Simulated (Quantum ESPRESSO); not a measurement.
The system is NiO.

```xyz
2
Lattice="2.5046 0.0000 0.0000 0.0000 2.5046 0.0000 0.0000 0.0000 2.5046" Properties=species:S:1:pos:R:3 pbc="T T T"
Ni    0.0000    0.0000    0.0000
O     1.2523    1.2523    1.2523
```

Measurements of this composition are mostly on another form, of space group No. 225.

Base run:

```yaml
Program: Quantum ESPRESSO 7.5
Functional: LDA
Potentials_or_basis: PseudoDojo 0.4 SR PBEsol stringent
Cutoff: 1415 eV
Density_cutoff: 5660 eV
k_mesh: 7 × 7 × 7
Occupations: gaussian, width 0.05 eV
Spin: collinear spin, ferromagnetic start
Starting_moments: "[2.0, 0.0] μB"
Hubbard_terms: Ni d U = 6 eV
```

Its results: band gap on the k mesh none (metal or under the smearing width); pressure 15.9 GPa; net moment 2.00 μB per cell; site moments Ni +1.43; O +0.55 μB.

Q: After a change of settings the same cell gave: band gap on the k mesh none (metal or under the smearing width); pressure 22.1 GPa; net moment 2.00 μB per cell; site moments Ni +1.37; O +0.66 μB. Which change was it?
A. functional from LDA to PW91
B. functional from LDA to revPBE
C. functional from LDA to PBEsol
D. functional from LDA to RPBE

A: C.

PBEsol binds less tightly than LDA, so the same cell stands under more pressure.

Caveats: a cell with one magnetic atom can't hold antiferromagnetic order, which such compounds often take; the potentials were made for another functional, which shifts forces and pressure (some runs).

Runs at the PBE level aren't shown here.
